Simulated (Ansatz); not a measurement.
Pt:

```
CELL_PARAMETERS angstrom
0.00000 1.96090 1.96090
1.96090 0.00000 1.96090
1.96090 1.96090 0.00000
ATOMIC_POSITIONS crystal
Pt 0.00000 0.00000 0.00000
```

```yaml
Program: Ansatz 0.2.0
Task: relaxation of cell and atoms
Functional: RPBE
Dispersion: D3(BJ)
Potentials_or_basis: all-electron LAPW, scalar-relativistic
Basis_error_allowed: 0.001 eV/atom
k_mesh: 12 × 12 × 12
Occupations: fermi-dirac, width 0.05 eV
Spin: no spin polarisation
```

At the start: volume 15.08 Å³/atom.

Q: How do energy, volume and symmetry change on relaxing?

A: Over 6 steps the energy falls by 188.3 meV/atom and the volume is 13.53 Å³/atom (-10.3 %); space group Fm-3m (No. 225, to 0.05 Å).

The path:
```
step  energy change (eV)  largest force (eV/Å)  volume (Å³)
   1              0.0000                0.0000        15.08
   2             -0.1563                0.0000        12.98
   3             -0.1867                0.0000        13.66
   4             -0.1883                0.0000        13.53
   5             -0.1883                0.0000        13.53
   6             -0.1883                0.0000        13.53
```

Final structure:
```cif
data_structure
_symmetry_space_group_name_H-M 'P 1'
_symmetry_Int_Tables_number 1
_cell_length_a 2.6747
_cell_length_b 2.6747
_cell_length_c 2.6747
_cell_angle_alpha 60.000
_cell_angle_beta 60.000
_cell_angle_gamma 60.000
_cell_volume 13.53
loop_
_atom_site_label
_atom_site_type_symbol
_atom_site_fract_x
_atom_site_fract_y
_atom_site_fract_z
_atom_site_occupancy
Pt1 Pt 0.00000 0.00000 0.00000 1
```

Caveat: the volume moved by -10 % from the deposited cell, more than functionals usually miss.
